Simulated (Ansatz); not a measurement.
## SnO in Ansatz: the effect of functional

SnO:

```
Sn O
1.0
     3.81370    0.00000    0.00000
     0.00000    3.81370    0.00000
     0.00000    0.00000    4.88691
Sn O
2 2
Direct
  0.50000 0.00000 0.76463
  0.00000 0.50000 0.23537
  0.00000 0.00000 0.00000
  0.50000 0.50000 0.00000
```

The cell is a database's computed one.

Alike in all runs:

| Quantity | Value |
| --- | --- |
| Program | Ansatz 0.2.0 |
| Task | projected density of states |
| Potentials or basis | Ansatz PAW |
| k mesh | 4 × 4 × 3 |
| Occupations | fermi-dirac, width 0.05 eV |
| Spin | no spin polarisation |

```csv
functional,cutoff,gap on the mesh (eV),pressure (GPa),largest force (eV/Å)
LDA,420 eV (not typed: the program's choice for these potentials),0.23,-3.3,0.22
PBEsol,420 eV (not typed: the program's choice for these potentials),0.13,-0.6,0.12
RPBE,420 eV (not typed: the program's choice for these potentials),0.14,6.2,0.59
revPBE,420 eV (not typed: the program's choice for these potentials),0.14,5.5,0.54
BLYP,420 eV (not typed: the program's choice for these potentials),0.37,8.2,0.55
r2SCAN,500 eV (not typed: the program's choice for these potentials),0.28,-0.4,0.12
HSE06,420 eV (not typed: the program's choice for these potentials),0.52,-0.8,0.26
PBE0,420 eV (not typed: the program's choice for these potentials),1.15,-0.8,0.27
r2SCAN0,500 eV (not typed: the program's choice for these potentials),?,?,?
```

Question: What does the run with functional r2SCAN0 give?

Answer: gap on the mesh 1.29 eV; pressure -3.1 GPa; largest force 0.56 eV/Å.

Caveats: all runs use coarse meshes; odd divisions of the mesh miss points on the zone boundary, where band edges often lie, so the gap on the mesh can be too wide; spin-orbit coupling is left out, which moves the levels of the heavy elements; the PAW data sets come from PBE, with cores solved anew for the run's functional, which leaves a small shift of forces and pressure; the thresholds are loose for stress (some runs).

A k mesh can miss the band edges.

Runs at the PBE level aren't shown here.
